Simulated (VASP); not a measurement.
PbO2, 3 atoms in the cell. It takes space group Fm-3m (No. 225, cubic). The conventional cell has a = 5.140 Å, b = 5.140 Å, c = 5.140 Å, α = 90.00°, β = 90.00°, γ = 90.00°. Around Pb (site symmetry m-3m) lie 8 O at 2.23 Å. O (site symmetry -43m) is surrounded by 4 Pb at 2.23 Å. 

```yaml
Program: VASP 6.6.1
Task: single point
Functional: PBE
Potentials_or_basis: VASP PAW PBE potentials, release 64 (Pb_d, O)
Cutoff: 520 eV
k_mesh: 6 × 6 × 6
Occupations: fermi-dirac, width 0.1 eV
Spin: no spin polarisation
Dipole_correction: no
Further_INCAR_settings: ALGO = Normal; EDIFF = 1e-07; NBANDS = 20
```

Potentials or basis: VASP PAW PBE potentials, release 64 (Pb_d, O).

Run with:

```bash
$ cat potpaw_PBE.64/Pb_d/POTCAR potpaw_PBE.64/O/POTCAR > POTCAR
$ mpirun -np 1 vasp_std > vasp.out
```

Hardware: 1 thread of Intel(R) Xeon(R) Platinum 8488C (Sapphire Rapids), with other jobs on the host.

Q: How long does it take, and how much memory?

A: It took 18 s on 1 thread of Intel(R) Xeon(R) Platinum 8488C (Sapphire Rapids) (shared host), peak memory 0.15 GiB. Counts: scf iterations 16, k points 16.
